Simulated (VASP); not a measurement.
Wanted: an ASE script for a VASP 6.6.1 run.

```yaml
Task: single point
Functional: RPBE
Potentials_or_basis: VASP PAW PBE potentials, release 64 (Ca_sv_GW)
Cutoff: 550 eV
k_mesh: 8 × 8 × 8
Occupations: gaussian, width 0.05 eV
Spin: no spin polarisation
Further_INCAR_settings: ALGO = Fast; EDIFF = 1.00e-07
```

The structure of Ca lies in Ca.cif:

```cif
data_Ca
_cell_length_a 5.58840000
_cell_length_b 5.58840000
_cell_length_c 5.58840000
_cell_angle_alpha 90.00000000
_cell_angle_beta 90.00000000
_cell_angle_gamma 90.00000000
_space_group_name_H-M_alt 'Fm-3m'
_space_group_name_Hall '-F 4 2 3'
_space_group_IT_number 225
loop_
_space_group_symop_operation_xyz
'x,y,z'
'-x,-y,-z'
'-y,x,z'
'y,-x,-z'
'-x,-y,z'
'x,y,-z'
'y,-x,z'
'-y,x,-z'
'x,-y,-z'
'-x,y,z'
'-y,-x,-z'
'y,x,z'
'-x,y,-z'
'x,-y,z'
'y,x,-z'
'-y,-x,z'
'z,x,y'
'-z,-x,-y'
'z,-y,x'
'-z,y,-x'
'z,-x,-y'
'-z,x,y'
'z,y,-x'
'-z,-y,x'
'-z,x,-y'
'z,-x,y'
'-z,-y,-x'
'z,y,x'
'-z,-x,y'
'z,x,-y'
'-z,y,x'
'z,-y,-x'
'y,z,x'
'-y,-z,-x'
'x,z,-y'
'-x,-z,y'
'-y,z,-x'
'y,-z,x'
'-x,z,y'
'x,-z,-y'
'-y,-z,x'
'y,z,-x'
'-x,-z,-y'
'x,z,y'
'y,-z,-x'
'-y,z,x'
'x,-z,y'
'-x,z,-y'
'x,y+1/2,z+1/2'
'-x,-y+1/2,-z+1/2'
'-y,x+1/2,z+1/2'
'y,-x+1/2,-z+1/2'
'-x,-y+1/2,z+1/2'
'x,y+1/2,-z+1/2'
'y,-x+1/2,z+1/2'
'-y,x+1/2,-z+1/2'
'x,-y+1/2,-z+1/2'
'-x,y+1/2,z+1/2'
'-y,-x+1/2,-z+1/2'
'y,x+1/2,z+1/2'
'-x,y+1/2,-z+1/2'
'x,-y+1/2,z+1/2'
'y,x+1/2,-z+1/2'
'-y,-x+1/2,z+1/2'
'z,x+1/2,y+1/2'
'-z,-x+1/2,-y+1/2'
'z,-y+1/2,x+1/2'
'-z,y+1/2,-x+1/2'
'z,-x+1/2,-y+1/2'
'-z,x+1/2,y+1/2'
'z,y+1/2,-x+1/2'
'-z,-y+1/2,x+1/2'
'-z,x+1/2,-y+1/2'
'z,-x+1/2,y+1/2'
'-z,-y+1/2,-x+1/2'
'z,y+1/2,x+1/2'
'-z,-x+1/2,y+1/2'
'z,x+1/2,-y+1/2'
'-z,y+1/2,x+1/2'
'z,-y+1/2,-x+1/2'
'y,z+1/2,x+1/2'
'-y,-z+1/2,-x+1/2'
'x,z+1/2,-y+1/2'
'-x,-z+1/2,y+1/2'
'-y,z+1/2,-x+1/2'
'y,-z+1/2,x+1/2'
'-x,z+1/2,y+1/2'
'x,-z+1/2,-y+1/2'
'-y,-z+1/2,x+1/2'
'y,z+1/2,-x+1/2'
'-x,-z+1/2,-y+1/2'
'x,z+1/2,y+1/2'
'y,-z+1/2,-x+1/2'
'-y,z+1/2,x+1/2'
'x,-z+1/2,y+1/2'
'-x,z+1/2,-y+1/2'
'x+1/2,y,z+1/2'
'-x+1/2,-y,-z+1/2'
'-y+1/2,x,z+1/2'
'y+1/2,-x,-z+1/2'
'-x+1/2,-y,z+1/2'
'x+1/2,y,-z+1/2'
'y+1/2,-x,z+1/2'
'-y+1/2,x,-z+1/2'
'x+1/2,-y,-z+1/2'
'-x+1/2,y,z+1/2'
'-y+1/2,-x,-z+1/2'
'y+1/2,x,z+1/2'
'-x+1/2,y,-z+1/2'
'x+1/2,-y,z+1/2'
'y+1/2,x,-z+1/2'
'-y+1/2,-x,z+1/2'
'z+1/2,x,y+1/2'
'-z+1/2,-x,-y+1/2'
'z+1/2,-y,x+1/2'
'-z+1/2,y,-x+1/2'
'z+1/2,-x,-y+1/2'
'-z+1/2,x,y+1/2'
'z+1/2,y,-x+1/2'
'-z+1/2,-y,x+1/2'
'-z+1/2,x,-y+1/2'
'z+1/2,-x,y+1/2'
'-z+1/2,-y,-x+1/2'
'z+1/2,y,x+1/2'
'-z+1/2,-x,y+1/2'
'z+1/2,x,-y+1/2'
'-z+1/2,y,x+1/2'
'z+1/2,-y,-x+1/2'
'y+1/2,z,x+1/2'
'-y+1/2,-z,-x+1/2'
'x+1/2,z,-y+1/2'
'-x+1/2,-z,y+1/2'
'-y+1/2,z,-x+1/2'
'y+1/2,-z,x+1/2'
'-x+1/2,z,y+1/2'
'x+1/2,-z,-y+1/2'
'-y+1/2,-z,x+1/2'
'y+1/2,z,-x+1/2'
'-x+1/2,-z,-y+1/2'
'x+1/2,z,y+1/2'
'y+1/2,-z,-x+1/2'
'-y+1/2,z,x+1/2'
'x+1/2,-z,y+1/2'
'-x+1/2,z,-y+1/2'
'x+1/2,y+1/2,z'
'-x+1/2,-y+1/2,-z'
'-y+1/2,x+1/2,z'
'y+1/2,-x+1/2,-z'
'-x+1/2,-y+1/2,z'
'x+1/2,y+1/2,-z'
'y+1/2,-x+1/2,z'
'-y+1/2,x+1/2,-z'
'x+1/2,-y+1/2,-z'
'-x+1/2,y+1/2,z'
'-y+1/2,-x+1/2,-z'
'y+1/2,x+1/2,z'
'-x+1/2,y+1/2,-z'
'x+1/2,-y+1/2,z'
'y+1/2,x+1/2,-z'
'-y+1/2,-x+1/2,z'
'z+1/2,x+1/2,y'
'-z+1/2,-x+1/2,-y'
'z+1/2,-y+1/2,x'
'-z+1/2,y+1/2,-x'
'z+1/2,-x+1/2,-y'
'-z+1/2,x+1/2,y'
'z+1/2,y+1/2,-x'
'-z+1/2,-y+1/2,x'
'-z+1/2,x+1/2,-y'
'z+1/2,-x+1/2,y'
'-z+1/2,-y+1/2,-x'
'z+1/2,y+1/2,x'
'-z+1/2,-x+1/2,y'
'z+1/2,x+1/2,-y'
'-z+1/2,y+1/2,x'
'z+1/2,-y+1/2,-x'
'y+1/2,z+1/2,x'
'-y+1/2,-z+1/2,-x'
'x+1/2,z+1/2,-y'
'-x+1/2,-z+1/2,y'
'-y+1/2,z+1/2,-x'
'y+1/2,-z+1/2,x'
'-x+1/2,z+1/2,y'
'x+1/2,-z+1/2,-y'
'-y+1/2,-z+1/2,x'
'y+1/2,z+1/2,-x'
'-x+1/2,-z+1/2,-y'
'x+1/2,z+1/2,y'
'y+1/2,-z+1/2,-x'
'-y+1/2,z+1/2,x'
'x+1/2,-z+1/2,y'
'-x+1/2,z+1/2,-y'
loop_
_atom_site_label
_atom_site_type_symbol
_atom_site_symmetry_multiplicity
_atom_site_Wyckoff_symbol
_atom_site_fract_x
_atom_site_fract_y
_atom_site_fract_z
_atom_site_occupancy
Ca1 Ca 4 a 0.0000000000 0.0000000000 0.0000000000 1
```

One way to write it, as run:

run.py

```python
from ase.calculators.vasp import Vasp
from ase.dft.bandgap import bandgap
from ase.io import read

atoms = read('Ca.cif', primitive_cell=True, subtrans_included=False)
calc = Vasp(
    directory='calc',
    xc='rpbe',
    pp='PBE',
    setups='gw',
    prec='Accurate',
    encut=550,
    ediff=1e-07,
    ismear=0,
    sigma=0.05,
    lreal=False,
    lasph=True,
    nelm=60,
    algo='Fast',
    isif=2,
    lwave=False,
    lcharg=False,
    kpts=[8, 8, 8],
    gamma=True,
)
atoms.calc = calc

print('energy (eV):', atoms.get_potential_energy())
print('free energy (eV):', atoms.get_potential_energy(force_consistent=True))
print('forces (eV/A):')
print(atoms.get_forces())
print('stress (eV/A^3, Voigt):', atoms.get_stress())
print('Fermi level (eV):', calc.get_fermi_level())
gap, top, bottom = bandgap(calc)
print('band gap (eV):', gap, 'from (spin, k, band)', top, 'to', bottom)
```

Potentials or basis: VASP PAW PBE potentials, release 64 (Ca_sv_GW).

The run is started by

```console
$ python run.py
```

It gave:

| Item | Value |
| --- | --- |
| Pressure | 0.2 GPa |
| Band gap on the k mesh | none (metal or under the smearing width) |

Caveat: the PAW data sets were made with another functional, which shifts forces and pressure a little.

It took 22 s on 1 thread of AMD EPYC 9R45 (Zen 5), on a shared host, peak memory 0.13 GiB.
